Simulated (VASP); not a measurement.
# ZnO (P6_3/mmc) in VASP: further runs

One crystal, ZnO, is run at these levels: LDA; tasks: dielectric tensor.

Program: VASP 6.6.1. These are calculated values, not measurements. Logs are shortened: lines on timing, memory, paths and dates and some standing lists are left out, and cuts for length are marked.

**1. The structure**

The structure is hexagonal, space group P6_3/mmc (No. 194). Conventional cell: a = 3.288 Å, b = 3.288 Å, c = 7.130 Å, α = 90.00°, β = 90.00°, γ = 120.00°. Zn (site symmetry -6m2) is surrounded by 3 O at 1.90 Å. O (site symmetry -6m2) has 3 Zn at 1.90 Å as nearest neighbours.

Measurements of this composition are mostly on another form, of space group No. 186.

**2. Dielectric tensor, LDA**

INCAR

```
SYSTEM = ZnO
ALGO = Normal ; EDIFF = 1E-8
ENCUT = 520 ; GGA = CA
ISIF = 2 ; ISMEAR = 0
LASPH = .True. ; LCHARG = .False.
LEPSILON = .True. ; LREAL = .False.
LWAVE = .False. ; NELM = 100
PREC = Accurate ; SIGMA = 0.01
```

KPOINTS

```
k-points
0
Gamma
  9 9 4
  0 0 0
```

POSCAR

```
ZnO
1.0
    3.2879671587      0.0000000000      0.0000000000
   -1.6439835793      2.8474630862      0.0000000000
    0.0000000000      0.0000000000      7.1304413500
Zn O
2 2
Direct
    0.0000000000      0.0000000000      0.2500000000
    0.0000000000      0.0000000000      0.7500000000
    0.6666666667      0.3333333333      0.7500000000
    0.3333333333      0.6666666667      0.2500000000
```

Potentials or basis: VASP PAW LDA potentials, release 64 (Zn, O).

Started as:

```console
$ cat potpaw_LDA.64/Zn/POTCAR potpaw_LDA.64/O/POTCAR > POTCAR
$ mpirun -np 1 vasp_std > vasp.out
```

OUTCAR:

```text
SYSTEM = ZnO
   EDIFF = 1E-8
   ENCUT = 520
   GGA = CA
   ISIF = 2
   ISMEAR = 0
   LASPH = .True.
   LEPSILON = .True.
   LREAL = .False.
   NELM = 100
   PREC = Accurate

 Found     36 irreducible k-points:

 Following reciprocal coordinates:
            Coordinates               Weight
  0.000000  0.000000  0.000000      1.000000
  0.111111  0.000000  0.000000      6.000000
  0.222222  0.000000  0.000000      6.000000
  0.333333  0.000000  0.000000      6.000000
  0.444444  0.000000  0.000000      6.000000
  0.111111  0.111111  0.000000      6.000000
   k-points           NKPTS =     36   k-points in BZ     NKDIM =     36   number of bands    NBANDS=     22
   number of dos      NEDOS =    301   number of ions     NIONS =      4
   total plane-waves  NPLWV =  31104
   dimension x,y,z NGX =    24 NGY =   24 NGZ =   54
   dimension x,y,z NGXF=    48 NGYF=   48 NGZF=  108
   ions per type =               2   2
   NGX,Y,Z   is equivalent  to a cutoff of  12.13, 12.13, 12.59 a.u.
   NGXF,Y,Z  is equivalent  to a cutoff of  24.27, 24.27, 25.18 a.u.
 SYSTEM =  ZnO
   PREC   = accura    normal or accurate (medium, high low for compatibility)
   ISTART =      0    job   : 0-new  1-cont  2-samecut
   ICHARG =      2    charge: 1-file 2-atom 10-const
   ISPIN  =      1    spin polarized calculation?
   LNONCOLLINEAR =      F non collinear calculations
   LSORBIT =      F    spin-orbit coupling
   LASPH  =      T    aspherical Exc in radial PAW
   ENCUT  =  520.0 eV  38.22 Ry    6.18 a.u.   6.11  6.11 13.26*2*pi/ulx,y,z
   NELM   =    100;   NELMIN=  2; NELMDL= -5     # of ELM steps
   EDIFF  = 0.1E-07   stopping-criterion for ELM
   LREAL  =      F    real-space projection
   EDIFFG = 0.1E-06   stopping-criterion for IOM
   NSW    =      0    number of steps for IOM
   IBRION =     -1    ionic relax: 0-MD 1-quasi-New 2-CG
   NFREE  =      0    steps in history (QN), initial steepest desc. (CG)
   ISIF   =      2    stress and relaxation
   ISYM   =      2    0-nonsym 1-usesym 2-fastsym
   POTIM  = 0.5000    time-step for ionic-motion
   TEBEG  =    0.0;   TEEND  =   0.0 temperature during run
   PSTRESS=    0.0 pullay stress
   NELECT =      36.0000    total number of electrons
   NUPDOWN=      -1.0000    fix difference up-down
   EMIN   =  10.00;   EMAX   =-10.00  energy-range for DOS
   EFERMI =   0.00;   METHOD = LEGACY
   ISMEAR =     0;   SIGMA  =   0.01  broadening in eV -4-tet -1-fermi 0-gaus
   EFERMI_NEDOS =   21; number of points for ismear=-14 and -15
   IALGO  =     38    algorithm
   IMIX   =      4    mixing-type and parameters
     AMIX     =   0.40;   BMIX     =  1.00
     AMIX_MAG =   1.60;   BMIX_MAG =  1.00
  volume/ion in A,a.u.               =      16.69       112.63
  Fermi-wavevector in a.u.,A,eV,Ry     =   1.332524  2.518105 24.158775  1.775620
  Thomas-Fermi vector in A             =   2.461452
   LORBIT       =      0    0 simple, 1 ext, 2 COOP (PROOUT), +10 PAW based schemes
   GGA     = CA    functional components
   LHFCALC =     F    Hartree Fock is set to
   AEXX    =    0.0000 exact exchange contribution
   IVDW    =     0    specifies the selected vdW correction
   LEPSILON=     T    determine dielectric tensor
   LRPA    =     F    only Hartree local field effects (RPA)
 non-spin polarized calculation
 Gauss-broadening in eV      SIGMA  =   0.01
  energy-cutoff  :      520.00
  volume of cell :       66.76
 maximum number of plane-waves:      1824
   NGX = 13   NGY = 13   NGZ = 27

--------------------------------------- Ionic step        1  -------------------------------------------

 number of electron      36.0000026 magnetization

 E-fermi :  -1.0259     XC(G=0):  -9.5152

 val. band max:       -1.1525826161   @ k =   0.0000   0.0000   0.0000
 cond. band min:      -0.3945546404   @ k =   0.0000   0.0000   0.0000
 fundamental gap:      0.7580279757
 Fermi energy:        -1.0258847560

 k-point     1 :       0.0000    0.0000    0.0000
  band No.  band energies     occupation
      1     -18.2910      2.00000
      2     -18.2036      2.00000
      3      -7.3236      2.00000
      4      -7.3236      2.00000
      5      -7.3089      2.00000
      6      -7.3089      2.00000
[... 14 lines left out ...]
     21       3.9195      0.00000
     22       9.6555      0.00000

 k-point     2 :       0.1111    0.0000    0.0000
  band No.  band energies     occupation
      1     -18.2316      2.00000
      2     -18.1492      2.00000
      3      -7.3455      2.00000
      4      -7.3337      2.00000
      5      -7.2424      2.00000
      6      -7.2276      2.00000
[... 14 lines left out ...]
     21       3.8887      0.00000
     22       9.5236      0.00000

 k-point     3 :       0.2222    0.0000    0.0000
  band No.  band energies     occupation
      1     -18.0775      2.00000
      2     -18.0093      2.00000
      3      -7.3609      2.00000
      4      -7.3553      2.00000
      5      -7.0163      2.00000
      6      -7.0016      2.00000
[... 14 lines left out ...]
     21       3.9639      0.00000
     22       8.6831      0.00000

 k-point     4 :       0.3333    0.0000    0.0000
  band No.  band energies     occupation
      1     -17.8942      2.00000
      2     -17.8473      2.00000
      3      -7.2807      2.00000
      4      -7.2798      2.00000
      5      -6.7083      2.00000
      6      -6.6957      2.00000
[... 14 lines left out ...]
     21       5.1166      0.00000
     22       7.3962      0.00000

 k-point     5 :       0.4444    0.0000    0.0000
  band No.  band energies     occupation
      1     -17.7671      2.00000
      2     -17.7425      2.00000
      3      -7.1305      2.00000
      4      -7.1208      2.00000
      5      -6.5370      2.00000
      6      -6.4600      2.00000
[... 14 lines left out ...]
     21       5.1871      0.00000
     22       7.2063      0.00000

 k-point     6 :       0.1111    0.1111    0.0000
  band No.  band energies     occupation
      1     -18.1247      2.00000
      2     -18.0520      2.00000
      3      -7.3619      2.00000
      4      -7.3572      2.00000
      5      -7.0855      2.00000
      6      -7.0726      2.00000
[... 14 lines left out ...]
     21       3.8332      0.00000
     22       9.1789      0.00000

 [... further k-points ...]

  FORCE on cell =-STRESS in cart. coord.  units (eV):
  Direction    XX          YY          ZZ          XY          YZ          ZX
  --------------------------------------------------------------------------------------
  -------------------------------------------------------------------------------------
  Total       -4.2666190     -4.2666190     -0.7635650     -0.0000000      0.0000000      0.0000000
  in kB     -102.3982315   -102.3982315    -18.3254493     -0.0000000      0.0000000      0.0000000
  external PRESSURE =     -74.3739707 kB  Pullay stress =       0.0000000 kB

 VOLUME and BASIS-vectors are now :
 -----------------------------------------------------------------------------
  energy-cutoff  :      520.00
  volume of cell :       66.76
      direct lattice vectors                 reciprocal lattice vectors
     3.287967159  0.000000000  0.000000000     0.304139291  0.175594901  0.000000000
    -1.643983579  2.847463086  0.000000000     0.000000000  0.351189803  0.000000000
     0.000000000  0.000000000  7.130441350     0.000000000  0.000000000  0.140243773

 POSITION                                       TOTAL-FORCE (eV/Angst)
 -----------------------------------------------------------------------------------
      0.00000      0.00000      1.78261        -0.000000      0.000000      0.000000
      0.00000      0.00000      5.34783        -0.000000     -0.000000     -0.000000
      1.64398      0.94915      5.34783         0.000000      0.000000     -0.000000
     -0.00000      1.89831      1.78261        -0.000000     -0.000000      0.000000
 -----------------------------------------------------------------------------------
    total drift:                               -0.000000      0.000000      0.000000

  FREE ENERGIE OF THE ION-ELECTRON SYSTEM (eV)
  ---------------------------------------------------
  free  energy   TOTEN  =       -19.7609043375 eV

  energy  without entropy=      -19.7609043375  energy(sigma->0) =      -19.76090434

 HEAD OF MICROSCOPIC STATIC DIELECTRIC TENSOR (INDEPENDENT PARTICLE, excluding Hartree and local field effects)
 ------------------------------------------------------
           6.506026     0.000000     0.000000
           0.000000     6.506026    -0.000000
          -0.000000    -0.000000     3.247989
 ------------------------------------------------------

 Free energy of the ion-electron system (eV)
  ---------------------------------------------------
  ---------------------------------------------------
  free energy    TOTEN  =        -1.01859555 eV

  energy without entropy =       -1.01859555

------------------------ aborting loop because EDIFF is reached ----------------------------------------

--------------------------------------- Ionic step        2  -------------------------------------------

------------------------ aborting loop because EDIFF is reached ----------------------------------------

--------------------------------------- Ionic step        3  -------------------------------------------

 Free energy of the ion-electron system (eV)
  ---------------------------------------------------
  ---------------------------------------------------
  free energy    TOTEN  =        -0.38108733 eV

  energy without entropy =       -0.38108733

------------------------ aborting loop because EDIFF is reached ----------------------------------------

 PIEZOELECTRIC TENSOR FIELD DIRECTION 3  (e Angst)
 -----------------------------------------------------------------------------
     0.00079  0.00000  0.00000           (  0.00001  0.00000  0.00000)
     0.00000  0.00079  0.00000           (  0.00000  0.00001  0.00000)
     0.00000  0.00000 -0.00128           (  0.00000  0.00000 -0.00000)

 PIEZOELECTRIC TENSOR FIELD DIRECTION 3  (C/m^2)
 -----------------------------------------------------------------------------
     0.00019  0.00000  0.00000
     0.00000  0.00019  0.00000
     0.00000  0.00000 -0.00031

 MACROSCOPIC STATIC DIELECTRIC TENSOR (including local field effects in DFT)
 ------------------------------------------------------
           6.368296     0.000000    -0.000000
           0.000000     6.368296     0.000000
          -0.000000     0.000000     2.904216
 ------------------------------------------------------

 PIEZOELECTRIC TENSOR (including local field effects)  for field in x, y, z        (e  Angst)
          XX          YY          ZZ          XY          YZ          ZX
  --------------------------------------------------------------------------------
  x     0.00000     0.00000     0.00000     0.00000     0.00000     0.00000
  y     0.00000     0.00000     0.00000     0.00000     0.00000     0.00000
  z     0.00000     0.00000     0.00000     0.00000     0.00000     0.00000

 PIEZOELECTRIC TENSOR (including local field effects)  for field in x, y, z        (C/m^2)
          XX          YY          ZZ          XY          YZ          ZX
  --------------------------------------------------------------------------------
  x     0.00000     0.00000     0.00000     0.00000     0.00000     0.00000
  y     0.00000     0.00000     0.00000     0.00000     0.00000     0.00000
  z     0.00000     0.00000     0.00000     0.00000     0.00000     0.00000

 BORN EFFECTIVE CHARGES (including local field effects) (in |e|, cummulative output)
 ---------------------------------------------------------------------------------
 ion    1
    1     2.57163     0.00000     0.00000
    2     0.00000     2.57163     0.00000
    3     0.00000    -0.00000     0.87153
 ion    2
    1     2.57163     0.00000     0.00000
    2     0.00000     2.57163     0.00000
    3     0.00000     0.00000     0.87153
 ion    3
    1    -2.57163    -0.00000     0.00000
    2    -0.00000    -2.57163     0.00000
    3     0.00000     0.00000    -0.87153
 ion    4
    1    -2.57163    -0.00000     0.00000
    2    -0.00000    -2.57163     0.00000
    3     0.00000     0.00000    -0.87153
```

It took 3.4 min on 1 thread of Intel Xeon 6975P-C (Granite Rapids), shared host; peak memory 0.38 GiB.

These settings aren't checked as converged: the numbers below hold their error.

Results:

| Quantity | Value |
| --- | --- |
| Band gap on the k mesh | 0.76 eV, direct |
| Electronic dielectric tensor (diagonal) | 6.37, 6.37, 2.90 |
| Born charges (mean of the diagonal) | Zn +2.00; O -2.00 e |

Caveat: an odd mesh through Γ misses points on the zone boundary, where band edges often lie.

[end of part 1 of 2]
